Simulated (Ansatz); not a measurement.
**NaCl: response to strain**

NaCl is deformed so: zz strain of -3 %. What stress and forces result, by LAPW, PAW and all-electron datasets made for the crystal?

Computed with Ansatz 0.2.0 (DFT PBE, scalar-relativistic, unless a step's input says otherwise).

## (1) Starting point

The structure is cubic, space group Pm-3m (No. 221). Conventional cell: a = 2.860 Å, b = 2.860 Å, c = 2.860 Å, α = 90.00°, β = 90.00°, γ = 90.00°. Around Na (site symmetry m-3m) lie 8 Cl at 2.48 Å. Cl (site symmetry m-3m) has 8 Na at 2.48 Å as nearest neighbours.

As a file:

```cif
data_structure
_symmetry_space_group_name_H-M 'Pm-3m'
_symmetry_Int_Tables_number 221
_cell_length_a 2.8600
_cell_length_b 2.8600
_cell_length_c 2.8600
_cell_angle_alpha 90.000
_cell_angle_beta 90.000
_cell_angle_gamma 90.000
_cell_volume 23.39
loop_
_atom_site_label
_atom_site_type_symbol
_atom_site_symmetry_multiplicity
_atom_site_Wyckoff_symbol
_atom_site_fract_x
_atom_site_fract_y
_atom_site_fract_z
_atom_site_occupancy
Na1 Na 1 a 0.00000 0.00000 0.00000 1
Cl1 Cl 1 b 0.50000 0.50000 0.50000 1
```

The file gives the conventional cell by its symmetry; the runs use the cell typed in the input.

Atoms are numbered in the order of the input: Na1, Cl2.

## (2) After the deformation

Space group Pm-3m before, P4/mmm after.

## (3) Full-potential LAPW

The input, input.yaml:

```yaml
crystal:
  lattice:
    - [2.86, 0.0, 0.0]
    - [0.0, 2.86, 0.0]
    - [0.0, 0.0, 2.7742]
  atoms:
    - { symbol: Na, position: [0.0, 0.0, 0.0] }
    - { symbol: Cl, position: [0.5, 0.5, 0.5] }
kpoints:
  mp_grid: { grid: [8, 8, 8] }
  band_path:
    path:
      - [0.0, 0.0, 0.0]
      - [0.0, 0.5, 0.0]
      - [0.5, 0.5, 0.0]
      - [0.0, 0.0, 0.0]
      - [0.0, 0.0, 0.5]
      - [0.0, 0.5, 0.5]
      - [0.5, 0.5, 0.5]
      - [0.0, 0.0, 0.5]
      - [0.0, 0.5, 0.0]
    npoints: 5
scf:
  occupations: { method: fermi_dirac, width: 0.02 }
hamiltonian:
  xc: pbe
  pseudopotentials: { kind: all_electron, lapw: { basis_error: 0.00025 } }
output:
  forces: true
  stress: true
  eigenvalues: true
```

On the command line:

```
$ ansatz run input.yaml --threads 1 --pin off --max-ram 3072MiB --backend cpu --events-out ev --progress --plain --runs-dir out
```

## (4) PAW with frozen cores

The input, input.yaml:

```yaml
crystal:
  lattice:
    - [2.86, 0.0, 0.0]
    - [0.0, 2.86, 0.0]
    - [0.0, 0.0, 2.7742]
  atoms:
    - { symbol: Na, position: [0.0, 0.0, 0.0] }
    - { symbol: Cl, position: [0.5, 0.5, 0.5] }
kpoints:
  mp_grid: { grid: [8, 8, 8] }
scf:
  occupations: { method: fermi_dirac, width: 0.02 }
hamiltonian:
  xc: pbe
  pseudopotentials: { kind: paw }
output:
  forces: true
  stress: true
  eigenvalues: true
  efg: { contact_densities: true }
```

## (5) Datasets made for this crystal

input.yaml: that of step 4 with these lines changed.

```diff
@@ -14,3 +14,3 @@
   xc: pbe
-  pseudopotentials: { kind: paw }
+  pseudopotentials: { kind: all_electron, datasets: crystal }
 output:
```

(Steps that only read results are left out.)

Q: Predict the outcome of this session. Wanted: pressure; largest shear or deviatoric stress.

As calculated:

```
                                 quantity                                              value
                                 pressure  LAPW 73.16, PAW 73.13, crystal datasets 73.16 GPa
largest shear or deviatoric stress (LAPW)                                           5.83 GPa
```

**Reading.** The largest part of the stress beyond the pressure is 5.83 GPa in size, in the zz component; the atoms are carried along and not relaxed. No run of the undeformed cell stands beside it, so the pressure holds what the given cell had before the change. PAW: stress within 0.02 GPa of LAPW. Crystal datasets: stress within 0.01 GPa of LAPW.
